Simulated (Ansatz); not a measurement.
**BP under changes of volume**

One of the cells (11.682 Å³/atom); the others are scaled copies at fixed shape and fractional positions:

```xyz
2
Lattice="0.0000 2.2690 2.2690 2.2690 0.0000 2.2690 2.2690 2.2690 0.0000" Properties=species:S:1:pos:R:3 pbc="T T T"
P     3.4035    3.4035    3.4035
B     0.0000    0.0000    0.0000
```

```yaml
Program: Ansatz 0.2.0
Functional: PBE
Dispersion: D3(BJ)
Potentials_or_basis: Ansatz PAW
Cutoff: "420 eV (not typed: the program's choice for these potentials)"
k_mesh: 10 × 10 × 10
Occupations: fermi-dirac, width 0.05 eV
Spin: no spin polarisation
```

| volume (Å³/atom) | energy over the lowest point (meV/atom) | pressure (GPa) | gap on the mesh (eV) |
| --- | --- | --- | --- |
| 10.981 | ? | ? | ? |
| 11.214 | 2.60 | 3.6 | 1.19 |
| 11.448 | 0.00 | 0.0 | 1.22 |
| 11.682 | 2.45 | -3.3 | 1.24 |
| 11.915 | 9.52 | -6.3 | 1.27 |
| 12.149 | 20.75 | -9.0 | 1.30 |
| 12.383 | 35.76 | -11.5 | 1.32 |

What does the run at 10.981 Å³/atom give?

Energy over the lowest point 10.80 meV/atom; pressure 7.7 GPa; gap on the mesh 1.16 eV.

Worked out: A Birch-Murnaghan fit of order 3 (a polynomial in V^(-2/3)) to the other rows has its minimum at 11.45 Å³/atom with B0 = V·E''(V) = 171 GPa and B' = 3.9. It gives 10.80 meV/atom at 10.981 Å³/atom, against the run's 10.80, and -dE/dV = 7.7 GPa, against 7.7. A straight line through the other rows of the gap, of slope 1.33 eV per unit of ln V, extrapolates to 1.16 eV, against the run's 1.16.

Energies are extrapolated to zero smearing.

A mesh can miss the band edges.
